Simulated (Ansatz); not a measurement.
Steps from a short run of molecular dynamics on a 2×2×2 supercell (16 atoms) of SrO (zincblende), relaxed with r2SCAN; forces from PBE in the PAW code Ansatz, 2×2×2 mesh, Fermi-Dirac smearing of 0.020 eV, a Nosé-Hoover thermostat at fixed volume, set at 100 K. Classical nuclei, no spin polarisation; a few dozen steps show the first response, not equilibrium. The structure comes from a prototype and may be hypothetical.

Cell vectors in Å:
```
0.0000 5.5846 5.5846
5.5846 0.0000 5.5846
5.5846 5.5846 0.0000
```

Question: At 48 fs the positions in Å are
```
Sr  -0.043   0.029   0.042
O    1.413   1.368   1.439
Sr   2.786   2.808  -0.002
O    4.217   4.150   1.422
Sr   2.812  -0.018   2.843
O    4.205   1.436   4.200
Sr   5.632   2.710   2.766
O    6.957   4.196   4.171
Sr  -0.030   2.791   2.752
O    1.325   4.261   4.146
Sr   2.821   5.598   2.773
O    4.181   6.999   4.202
Sr   2.784   2.834   5.577
O    4.196   4.182   6.982
Sr   5.573   5.582   5.587
O    7.033   6.940   6.946
```
What are the forces, and how far does the free energy (smearing included) lie above that of step 0, with the atoms on their sites?

Answer: 5.1 meV an atom; forces in eV/Å:
```
Sr   0.321  -0.154  -0.127
O    0.042   0.095  -0.130
Sr  -0.040  -0.170   0.187
O   -0.073  -0.022  -0.066
Sr  -0.079   0.186  -0.219
O   -0.149  -0.070   0.103
Sr  -0.145   0.411   0.103
O    0.054  -0.169   0.105
Sr   0.300   0.021   0.372
O    0.155  -0.145   0.143
Sr  -0.061  -0.274   0.221
O   -0.018   0.015  -0.029
Sr  -0.161   0.075  -0.298
O   -0.182   0.087  -0.071
Sr   0.034   0.004  -0.171
O    0.003   0.110  -0.122
```

Question: At 60 fs the positions in Å are
```
Sr  -0.044   0.034   0.048
O    1.415   1.375   1.430
Sr   2.778   2.812   0.009
O    4.223   4.129   1.432
Sr   2.820  -0.014   2.846
O    4.187   1.396   4.213
Sr   5.643   2.706   2.760
O    6.943   4.134   4.177
Sr  -0.027   2.789   2.757
O    1.320   4.255   4.146
Sr   2.828   5.593   2.777
O    4.208   6.982   4.148
Sr   2.775   2.850   5.560
O    4.171   4.221   7.003
Sr   5.571   5.583   5.582
O    7.015   6.934   6.948
```
What are the forces, and how far does the free energy (smearing included) lie above that of step 0, with the atoms on their sites?

Answer: 5.9 meV an atom; forces in eV/Å:
```
Sr   0.305  -0.251  -0.097
O    0.052   0.091  -0.073
Sr   0.151  -0.335   0.044
O   -0.107   0.085  -0.111
Sr  -0.337   0.084  -0.120
O   -0.076   0.194   0.078
Sr  -0.320   0.228   0.215
O    0.133   0.149   0.123
Sr   0.242   0.163   0.182
O    0.196  -0.106   0.169
Sr  -0.152  -0.271   0.076
O   -0.148   0.084   0.273
Sr  -0.098  -0.038  -0.101
O   -0.059  -0.118  -0.238
Sr   0.044  -0.075  -0.193
O    0.173   0.116  -0.227
```

Question: At 66 fs the positions in Å are
```
Sr  -0.042   0.035   0.051
O    1.417   1.381   1.422
Sr   2.774   2.812   0.014
O    4.222   4.120   1.434
Sr   2.822  -0.011   2.847
O    4.176   1.381   4.223
Sr   5.647   2.705   2.758
O    6.940   4.106   4.184
Sr  -0.025   2.789   2.761
O    1.323   4.248   4.151
Sr   2.830   5.589   2.780
O    4.218   6.976   4.128
Sr   2.770   2.858   5.550
O    4.156   4.239   7.008
Sr   5.570   5.584   5.579
O    7.011   6.935   6.942
```
What are the forces, and how far does the free energy (smearing included) lie above that of step 0, with the atoms on their sites?

Answer: 7.1 meV an atom; forces in eV/Å:
```
Sr   0.279  -0.276  -0.085
O    0.026   0.065  -0.012
Sr   0.233  -0.384  -0.017
O   -0.091   0.138  -0.097
Sr  -0.445   0.043  -0.075
O   -0.003   0.280   0.038
Sr  -0.379   0.136   0.242
O    0.134   0.295   0.098
Sr   0.193   0.229   0.080
O    0.167  -0.056   0.134
Sr  -0.195  -0.240  -0.006
O   -0.172   0.088   0.361
Sr  -0.048  -0.104   0.006
O    0.045  -0.202  -0.270
Sr   0.050  -0.105  -0.188
O    0.207   0.091  -0.209
```

Question: At 78 fs the positions in Å are
```
Sr  -0.035   0.034   0.055
O    1.423   1.398   1.408
Sr   2.770   2.807   0.026
O    4.216   4.111   1.431
Sr   2.820  -0.005   2.848
O    4.153   1.368   4.245
Sr   5.651   2.706   2.757
O    6.941   4.069   4.204
Sr  -0.016   2.792   2.770
O    1.340   4.232   4.170
Sr   2.833   5.578   2.786
O    4.226   6.969   4.111
Sr   2.759   2.873   5.531
O    4.130   4.261   6.999
Sr   5.569   5.583   5.570
O    7.015   6.942   6.917
```
What are the forces, and how far does the free energy (smearing included) lie above that of step 0, with the atoms on their sites?

Answer: 9.0 meV an atom; forces in eV/Å:
```
Sr   0.190  -0.257  -0.077
O   -0.065  -0.029   0.143
Sr   0.364  -0.401  -0.129
O   -0.002   0.192  -0.018
Sr  -0.532  -0.025  -0.020
O    0.168   0.300  -0.094
Sr  -0.395   0.010   0.240
O    0.073   0.467  -0.036
Sr   0.056   0.296  -0.069
O    0.005   0.096  -0.032
Sr  -0.242  -0.113  -0.146
O   -0.166   0.086   0.377
Sr   0.099  -0.255   0.236
O    0.223  -0.262  -0.191
Sr   0.073  -0.132  -0.142
O    0.151   0.026  -0.042
```

Question: At 84 fs the positions in Å are
```
Sr  -0.030   0.031   0.057
O    1.425   1.406   1.404
Sr   2.769   2.802   0.031
O    4.213   4.113   1.429
Sr   2.817  -0.002   2.849
O    4.145   1.371   4.254
Sr   5.650   2.706   2.757
O    6.945   4.064   4.214
Sr  -0.012   2.795   2.774
O    1.350   4.226   4.180
Sr   2.833   5.572   2.788
O    4.224   6.969   4.115
Sr   2.753   2.879   5.523
O    4.123   4.264   6.987
Sr   5.569   5.582   5.564
O    7.023   6.947   6.901
```
What are the forces, and how far does the free energy (smearing included) lie above that of step 0, with the atoms on their sites?

Answer: 9.3 meV an atom; forces in eV/Å:
```
Sr   0.131  -0.212  -0.082
O   -0.108  -0.085   0.211
Sr   0.398  -0.364  -0.180
O    0.052   0.180   0.027
Sr  -0.492  -0.058  -0.013
O    0.241   0.242  -0.176
Sr  -0.353  -0.015   0.223
O    0.038   0.469  -0.122
Sr  -0.030   0.290  -0.106
O   -0.106   0.180  -0.137
Sr  -0.241  -0.020  -0.193
O   -0.149   0.091   0.314
Sr   0.191  -0.333   0.347
O    0.261  -0.232  -0.087
Sr   0.092  -0.126  -0.100
O    0.076  -0.007   0.075
```

Question: At 114 fs the positions in Å are
```
Sr  -0.002   0.012   0.060
O    1.396   1.409   1.459
Sr   2.791   2.761   0.045
O    4.222   4.157   1.432
Sr   2.775   0.009   2.849
O    4.193   1.433   4.222
Sr   5.631   2.708   2.774
O    6.976   4.158   4.205
Sr   0.003   2.827   2.789
O    1.342   4.268   4.163
Sr   2.821   5.544   2.786
O    4.176   6.996   4.199
Sr   2.743   2.888   5.503
O    4.162   4.226   6.943
Sr   5.575   5.570   5.533
O    7.056   6.961   6.880
```
What are the forces, and how far does the free energy (smearing included) lie above that of step 0, with the atoms on their sites?

Answer: 5.9 meV an atom; forces in eV/Å:
```
Sr  -0.188   0.181  -0.118
O    0.010  -0.066  -0.001
Sr   0.052   0.144  -0.162
O    0.037  -0.162  -0.017
Sr   0.208  -0.135  -0.083
O    0.006  -0.120  -0.084
Sr   0.097   0.139   0.039
O    0.058  -0.172  -0.106
Sr  -0.477   0.049  -0.063
O   -0.051   0.009  -0.043
Sr  -0.063   0.500  -0.226
O    0.011   0.003  -0.150
Sr   0.366  -0.409   0.417
O   -0.031   0.018   0.189
Sr   0.120   0.069   0.215
O   -0.156  -0.049   0.192
```
